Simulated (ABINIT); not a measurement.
AlAu:

```xyz
2
Lattice="3.2239 0.0000 0.0000 0.0000 3.2239 0.0000 0.0000 0.0000 3.2239" Properties=species:S:1:pos:R:3 pbc="T T T"
Au    1.6120    1.6120    1.6120
Al    0.0000    0.0000    0.0000
```

The cell comes from a database or a generator and needn't be the stable form of this composition.

```yaml
Program: ABINIT 10.8.3 (patched build)
Task: relaxation of cell and atoms
Functional: PBEsol
Potentials_or_basis: PseudoDojo NC SR PBEsol v0.4.1 standard
Cutoff: 1034 eV
k_mesh: 6 × 6 × 6
Occupations: fermi-dirac, width 0.05 eV
Spin: no spin polarisation
```

At the start: pressure -5.5 GPa; volume 16.75 Å³/atom.

Question: Where does the relaxation end?

Answer: Over 5 steps the energy falls by 12.9 meV/atom and the volume is 16.03 Å³/atom (-4.3 %); space group Pm-3m (No. 221, to 0.05 Å).

Step by step:
| step | energy change (eV) | largest force (eV/Å) | pressure (GPa) | volume (Å³) |
| --- | --- | --- | --- | --- |
| 1 | 0.0000 | 0.0000 | -5.49 | 33.51 |
| 2 | -0.0158 | 0.0000 | -3.53 | 32.95 |
| 3 | -0.0258 | 0.0000 | 0.29 | 32.00 |
| 4 | -0.0258 | 0.0000 | -0.01 | 32.07 |
| 5 | -0.0258 | 0.0000 | 0.00 | 32.07 |

Final structure:
```
Au Al
1.0
     3.17701    0.00000    0.00000
     0.00000    3.17701    0.00000
     0.00000    0.00000    3.17701
Au Al
1 1
Direct
  0.50000 0.50000 0.50000
  0.00000 0.00000 0.00000
```
